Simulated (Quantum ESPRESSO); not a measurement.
# Ge (I4_1/amd) in Quantum ESPRESSO: single point with PBE

Aim: the single point of Ge with PBE.

All numbers are computed with Quantum ESPRESSO 7.5; they aren't measurements. Logs are shortened: lines on timing, memory, paths and dates and some standing lists are left out, and cuts for length are marked.

### 1 The structure

The structure is tetragonal, space group I4_1/amd (No. 141). Conventional cell: a = 4.002 Å, b = 4.002 Å, c = 5.927 Å, α = 90.00°, β = 90.00°, γ = 90.00°. Ge (site symmetry -4m2) is surrounded by 4 Ge at 2.49 Å.

### 2 Single point, PBE

pw.in

```
&CONTROL
  calculation = 'scf'
  prefix = 'pwscf'
  outdir = './tmp'
  pseudo_dir = './pseudo'
  tprnfor = .true.
  tstress = .true.
  disk_io = 'nowf'
/
&SYSTEM
  ibrav = 0
  nat = 2
  ntyp = 1
  ecutwfc = 78
  nbnd = 21
  occupations = 'smearing'
  smearing = 'gaussian'
  degauss = 0.00073499
/
&ELECTRONS
  conv_thr = 4d-10
  electron_maxstep = 120
  mixing_beta = 0.5
/
ATOMIC_SPECIES
Ge    72.6300 Ge.upf
CELL_PARAMETERS angstrom
   0.0000000000    2.8297500000    2.9637300000
   2.8297500000    0.0000000000    2.9637300000
   2.8297500000    2.8297500000    0.0000000000
ATOMIC_POSITIONS crystal
Ge     0.0000000000    0.0000000000    0.0000000000
Ge     0.2500000000    0.2500000000    0.2500000000
K_POINTS automatic
10 10 10 0 0 0
```

Potentials or basis: PseudoDojo 0.4.1 SR PBE standard.

The run is started by

```bash
$ OMP_NUM_THREADS=1 pw.x -in pw.in > pw.out
```

pw.out:

```text
This program is part of the open-source Quantum ESPRESSO suite
     for quantum simulation of materials; please cite
         "P. Giannozzi et al., J. Phys.:Condens. Matter 21 395502 (2009);
         "P. Giannozzi et al., J. Phys.:Condens. Matter 29 465901 (2017);
         "P. Giannozzi et al., J. Chem. Phys. 152 154105 (2020);
     in publications or presentations arising from this work. More details at

     Message from routine setup:
     using ibrav=0 with symmetry is DISCOURAGED, use correct ibrav instead

     G-vector sticks info
     --------------------
     sticks:   dense  smooth     PW     G-vecs:    dense   smooth      PW
     Sum        1265    1265    371                29739    29739    4765

     Using Slab Decomposition

     bravais-lattice index     =            0
     lattice parameter (alat)  =       7.7435  a.u.
     unit-cell volume          =     320.3033 (a.u.)^3
     number of atoms/cell      =            2
     number of atomic types    =            1
     number of electrons       =        28.00
     number of Kohn-Sham states=           21
     kinetic-energy cutoff     =      78.0000  Ry
     charge density cutoff     =     312.0000  Ry
     scf convergence threshold =      4.0E-10
     mixing beta               =       0.5000
     number of iterations used =            8  plain     mixing
     Exchange-correlation= PBE
                           (   1   4   3   4   0   0   0)

     celldm(1)=   7.743539  celldm(2)=   0.000000  celldm(3)=   0.000000
     celldm(4)=   0.000000  celldm(5)=   0.000000  celldm(6)=   0.000000

     crystal axes: (cart. coord. in units of alat)
               a(1) = (   0.000000   0.690570   0.723266 )
               a(2) = (   0.690570   0.000000   0.723266 )
               a(3) = (   0.690570   0.690570   0.000000 )

     reciprocal axes: (cart. coord. in units 2 pi/alat)
               b(1) = ( -0.724040  0.724040  0.691309 )
               b(2) = (  0.724040 -0.724040  0.691309 )
               b(3) = (  0.724040  0.724040 -0.691309 )

     PseudoPot. # 1 for Ge read from file:
     Ge.upf
     Pseudo is Norm-conserving + core correction, Zval = 14.0
     Generated using ONCVPSP code by D. R. Hamann
     Using radial grid of 1560 points,  6 beta functions with:
                l(1) =   0
                l(2) =   0
                l(3) =   1
                l(4) =   1
                l(5) =   2
                l(6) =   2

     atomic species   valence    mass     pseudopotential
     Ge               14.00    72.63000     Ge( 1.00)

     16 Sym. Ops., with inversion, found ( 8 have fractional translation)

   Cartesian axes

     site n.     atom                  positions (alat units)
         1        Ge     tau(   1) = (   0.0000000   0.0000000   0.0000000  )
         2        Ge     tau(   2) = (   0.3452848   0.3452848   0.3616330  )

     number of k points=   102  Gaussian smearing, width (Ry)=  0.0007

     Number of k-points >= 100: set verbosity='high' to print them.

     Dense  grid:    29739 G-vectors     FFT dimensions: (  48,  48,  48)

     Initial potential from superposition of free atoms

     starting charge      27.9984, renormalised to      28.0000
     Starting wfcs are   18 randomized atomic wfcs +    3 random wfcs

     Self-consistent Calculation

     iteration #  1     ecut=    78.00 Ry     beta= 0.50
     Davidson diagonalization with overlap
     ethr =  1.00E-02,  avg # of iterations =  5.2

     Threshold (ethr) on eigenvalues was too large:
     Diagonalizing with lowered threshold

     Davidson diagonalization with overlap
     ethr =  1.10E-04,  avg # of iterations =  3.4

     total energy              =    -357.28418399 Ry
     estimated scf accuracy    <       0.03134914 Ry

     iteration #  2     ecut=    78.00 Ry     beta= 0.50
     Davidson diagonalization with overlap
     ethr =  1.12E-04,  avg # of iterations =  1.0

     total energy              =    -357.28390595 Ry
     estimated scf accuracy    <       0.00615476 Ry

     iteration #  3     ecut=    78.00 Ry     beta= 0.50
     Davidson diagonalization with overlap
     ethr =  2.20E-05,  avg # of iterations =  2.4

     total energy              =    -357.28421378 Ry
     estimated scf accuracy    <       0.00008120 Ry

     iteration #  4     ecut=    78.00 Ry     beta= 0.50
     Davidson diagonalization with overlap
     ethr =  2.90E-07,  avg # of iterations =  4.7

     total energy              =    -357.28422919 Ry
     estimated scf accuracy    <       0.00000589 Ry

     iteration #  5     ecut=    78.00 Ry     beta= 0.50
     Davidson diagonalization with overlap
     ethr =  2.10E-08,  avg # of iterations =  1.3

     total energy              =    -357.28422931 Ry
     estimated scf accuracy    <       0.00000064 Ry

     iteration #  6     ecut=    78.00 Ry     beta= 0.50
     Davidson diagonalization with overlap
     ethr =  2.28E-09,  avg # of iterations =  2.0

     total energy              =    -357.28422958 Ry
     estimated scf accuracy    <       0.00000018 Ry

     iteration #  7     ecut=    78.00 Ry     beta= 0.50
     Davidson diagonalization with overlap
     ethr =  6.28E-10,  avg # of iterations =  2.0

     total energy              =    -357.28422961 Ry
     estimated scf accuracy    <          2.1E-09 Ry

     iteration #  8     ecut=    78.00 Ry     beta= 0.50
     Davidson diagonalization with overlap
     ethr =  7.35E-12,  avg # of iterations =  2.4

     total energy              =    -357.28422961 Ry
     estimated scf accuracy    <          1.2E-09 Ry

     iteration #  9     ecut=    78.00 Ry     beta= 0.50
     Davidson diagonalization with overlap
     ethr =  4.39E-12,  avg # of iterations =  2.0

     End of self-consistent calculation

     Number of k-points >= 100: set verbosity='high' to print the bands.

     the Fermi energy is     8.8991 ev

!    total energy              =    -357.28422961 Ry
     estimated scf accuracy    <          2.4E-11 Ry
     smearing contrib. (-TS)   =      -0.00000132 Ry
     internal energy E=F+TS    =    -357.28422829 Ry

     The total energy is F=E-TS. E is the sum of the following terms:
     one-electron contribution =    -188.06429978 Ry
     hartree contribution      =     112.53520735 Ry
     xc contribution           =     -87.27078896 Ry
     ewald contribution        =    -194.48434689 Ry

     convergence has been achieved in   9 iterations

     Forces acting on atoms (cartesian axes, Ry/au):

     atom    1 type  1   force =     0.00000000   -0.00000000    0.00000000
     atom    2 type  1   force =     0.00000000   -0.00000000   -0.00000000

     Total force =     0.000000     Total SCF correction =     0.000000

     Computing stress (Cartesian axis) and pressure

          total   stress  (Ry/bohr**3)                   (kbar)     P=        4.86
   0.00010976  -0.00000000   0.00000000           16.15       -0.00        0.00
  -0.00000000   0.00010976   0.00000000           -0.00       16.15        0.00
   0.00000000   0.00000000  -0.00012037            0.00        0.00      -17.71

=------------------------------------------------------------------------------=
   JOB DONE.
=------------------------------------------------------------------------------=
```

Wall time 75 s (1 thread of Intel Xeon 6975P-C (Granite Rapids), shared host); peak memory 0.18 GiB.

What came out:

```yaml
Free_energy: -4861.0996 eV
Pressure: 0.5 GPa
Band_gap_on_the_k_mesh: none (metal or under the smearing width)
```

Levels at points of the mesh, in eV from the Fermi level:
```
             k point  band 10  band 11  band 12  band 13  band 14  band 15  band 16  band 17  band 18  band 19
  (0.00, 0.00, 0.00)   -24.57   -12.42    -0.41    -0.24     0.12     0.12     2.47     2.47     2.69     6.32
 (0.00, 0.00, -0.50)   -24.54   -10.44    -7.39    -1.54    -1.13     0.00     3.63     3.85     7.14    10.16
(0.00, -0.50, -0.50)   -24.54    -8.64    -8.64    -3.01    -3.01     0.69     0.69     9.03     9.03    11.03
(-0.50, -0.50, 0.00)   -24.53    -8.85    -8.85    -2.70    -2.70     1.05     1.05     9.08     9.08    10.99
```
